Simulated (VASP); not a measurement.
CaO (strained rocksalt): one r²SCAN single-point calculation in two programs

```
Ca O
1.0
     0.00000    2.37357    2.37357
     2.37357    0.00000    2.37357
     2.37357    2.37357    0.00000
Ca O
1 1
Direct
  0.00000 0.00000 0.00000
  0.50000 0.50000 0.50000
```

Each program uses its own PAW datasets. VASP's cell holds 16 valence electrons and Ansatz's 16. Ansatz's stress includes a Pulay correction; VASP's doesn't.

Cutoffs: 520 eV in VASP, 500 eV in Ansatz. k meshes: 10×10×10 and 10×10×10.

```csv
,VASP,Ansatz
gap between bands v and c,4.17 eV,4.19 eV
least direct gap,4.54 eV,4.56 eV
pressure,4.9 GPa,3.7 GPa
```

Band v is the last that the valence electrons fill when counted band by band, and c is the next. Levels in eV from the top of v, Ansatz:

| point | v−1 | v | c | c+1 |
| --- | --- | --- | --- | --- |
| Γ | 0.00 | 0.00 | 5.76 | 6.95 |
| X | -0.37 | -0.37 | 4.19 | 9.07 |
| K | -1.20 | -0.81 | 5.78 | 8.87 |
| L | -1.26 | -1.26 | 7.88 | 9.24 |
| W | -1.04 | -1.04 | 7.05 | 7.05 |

VASP:

```csv
point,v−1,v,c,c+1
Γ,0.00,0.00,5.75,6.94
X,-0.37,-0.37,4.17,9.04
K,-1.19,-0.81,5.78,8.87
L,-1.28,-1.28,7.88,9.25
W,-1.04,-1.04,7.05,7.05
```
